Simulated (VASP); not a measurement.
A run of VASP 6.6.1 is set up as follows.

The input INCAR:

```
SYSTEM = HfN
  PREC = Accurate
  ENCUT = 600
  EDIFF = 1E-8
  ISMEAR = 0
  SIGMA = 0.05
  LREAL = .FALSE.
  LASPH = .TRUE.
  NELM = 100
  ALGO = Normal
  ISIF = 3
  LWAVE = .FALSE.
  LCHARG = .FALSE.
  GGA = PS
  NBANDS = 14
  IBRION = 6
  NFREE = 2
  POTIM = 0.015
  NSW = 1
```

KPOINTS

```
regular mesh
0
G
  12 12 12
  0 0 0
```

POSCAR

```
HfN
1.0
    2.7904350122      0.0000000000      0.0000000000
    0.0000000000      2.7904350122      0.0000000000
    0.0000000000      0.0000000000      2.7904350122
Hf N
1 1
Direct
    0.0000000000      0.0000000000      0.0000000000
    0.5000000000      0.5000000000      0.5000000000
```

Potentials or basis: VASP PAW PBE potentials, release 64 (Hf_pv, N).

Command:

```console
$ cat potpaw_PBE.64/Hf_pv/POTCAR potpaw_PBE.64/N/POTCAR > POTCAR
$ mpirun -np 1 vasp_std > vasp.out
```

What does it give for the elastic constants C11, C12, C44?

540, 107, 39 GPa.

What does it give for the Voigt bulk modulus?

251 GPa.

Estimate the highest phonon frequency at Γ, LO-TO splitting left out.

270 cm⁻¹.

Phonon frequencies in cm⁻¹ (negative: imaginary):
```tsv
q point	frequencies
(0.000, 0.000, 0.000)	0 0 0 270 270 270
```

Caveat: the cell is under stress, which shifts elastic constants; the PAW data sets were made with another functional, which shifts forces and pressure a little. The run has no spin-orbit coupling, so splittings on Hf are missing.
